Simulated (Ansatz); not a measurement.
**AgCl: strong compression**

The task here is to estimate one member of a computed series from the others.

Program: Ansatz 0.2.0. Level of theory: DFT, PBEsol, PAW with Ansatz's default frozen-core files, scalar-relativistic. These are calculated values, not measurements.

1 further run of the same task is left out (it didn't finish). Runs told in other sessions of the task aren't counted.

### Starting point

The structure is cubic, space group Fm-3m (No. 225). Conventional cell: a = 4.881 Å, b = 4.881 Å, c = 4.881 Å, α = 90.00°, β = 90.00°, γ = 90.00°. Around Ag (site symmetry m-3m) lie 6 Cl at 2.44 Å. Cl (site symmetry m-3m) has 6 Ag at 2.44 Å in its first shell of neighbours.

Structure file:

```xyz
2
Lattice="0.0000 2.4407 2.4407 2.4407 0.0000 2.4407 2.4407 2.4407 0.0000" Properties=species:S:1:pos:R:3 pbc="T T T"
Ag    0.0000    0.0000    0.0000
Cl    2.4407    2.4407    2.4407
```

Whether this phase is the stable one at these pressures isn't tested.

Atoms are numbered in the order of the input: Ag1, Cl2.

The first run:

input.yaml reads:

```yaml
crystal:
  lattice:
    - [0.0, 2.4407333174, 2.4407333174]
    - [2.4407333174, 0.0, 2.4407333174]
    - [2.4407333174, 2.4407333174, 0.0]
  atoms:
    - { symbol: Ag, position: [0.0, 0.0, 0.0] }
    - { symbol: Cl, position: [0.5, 0.5, 0.5] }
kpoints:
  mp_grid: { grid: [15, 15, 15] }
scf:
  occupations: { method: fermi_dirac, width: 0.08 }
hamiltonian:
  xc: pbesol
  pseudopotentials: { kind: paw }
output:
  forces: true
  stress: true
  write_density: true
  write_potential: true
  elf: true
  volumetric_format: npy
relax:
  f_tol: 0.005
  max_steps: 40
  cell: {}
```

Launch:

```console
ansatz run input.yaml --threads 1 --pin off --max-ram 2048MiB --backend cpu --events-out ev --progress --plain --runs-dir out
```

Steps of the session up to this table: Cell relaxed at zero pressure, PAW; More of the same log: cell relaxed at zero pressure; Volume scaled by 1, PAW; Volume scaled by 0.95, PAW; Volume scaled by 0.85, PAW; Volume scaled by 0.75, PAW; Volume scaled by 0.65, PAW; Volume scaled by 0.55, PAW; Volume scaled by 0.45, PAW; Volume scaled by 0.4, PAW.

One of the session's tables, all rows but one given; the rest of the session is left out.

| method | volume over the first | volume (Å³/atom) | pressure (GPa) |
| --- | --- | --- | --- |
| PAW | 1 | 20.206 | 0.00 |
| PAW | 0.95 | 19.196 | 3.33 |
| PAW | 0.85 | 17.175 | 14.12 |
| PAW | 0.75 | 15.154 | 34.63 |
| PAW | 0.65 | 13.134 | 74.94 |
| PAW | 0.55 | ? | ? |
| PAW | 0.45 | 9.093 | 344.57 |
| PAW | 0.4 | 8.082 | 518.87 |

Estimate the missing values for PAW, 0.55.

The run gave: volume (Å³/atom): 11.113; pressure (GPa): 158.55. In the column «volume (Å³/atom)» it lies between PAW, 0.45 (9.093) and PAW, 0.65 (13.134).
